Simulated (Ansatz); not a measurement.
Crystal: CdO (Monteponite).

```xyz
2
Lattice="0.0000 2.3495 2.3495 2.3495 0.0000 2.3495 2.3495 2.3495 0.0000" Properties=species:S:1:pos:R:3 pbc="T T T"
Cd    0.0000    0.0000    0.0000
O     2.3495    2.3495    2.3495
```

| Quantity | Value |
| --- | --- |
| Program | Ansatz 0.2.0 |
| Task | single point |
| Functional | PBE |
| Potentials or basis | Ansatz PAW |
| Cutoff | 420 eV (not typed: the program's choice for these potentials) |
| k mesh | 10 × 10 × 10 |
| Occupations | fermi-dirac, width 0.05 eV |
| Spin | no spin polarisation |

On this cell: pressure 6.1 GPa; largest force zero by symmetry; band gap on the k mesh none (metal or under the smearing width).

The same run follows on a disturbed copy (atoms moved at random, drawn with an rms of 0.05 Å):

```
Cd O
1.0
     0.00000    2.34950    2.34950
     2.34950    0.00000    2.34950
     2.34950    2.34950    0.00000
Cd O
1 1
Cartesian
  -0.0257 0.0072 -0.0119
  2.3497 2.3373 2.3264
```

What changes?

The energy (extrapolated to zero smearing) moves by +1.0 meV/atom; pressure 6.2 GPa; largest force 0.122 eV/Å; band gap on the k mesh none (metal or under the smearing width).

Forces on the atoms (eV/Å):
```
Cd   0.093 -0.069 -0.040
O   -0.093  0.069  0.040
```

Stress tensor (GPa, compression positive):
```
 6.22  0.03  0.01
 0.03  6.15 -0.01
 0.01 -0.01  6.10
```

Caveats: this crystal is a semiconductor, whose small gap the functional closes, so the metal is an error of the method (some runs).
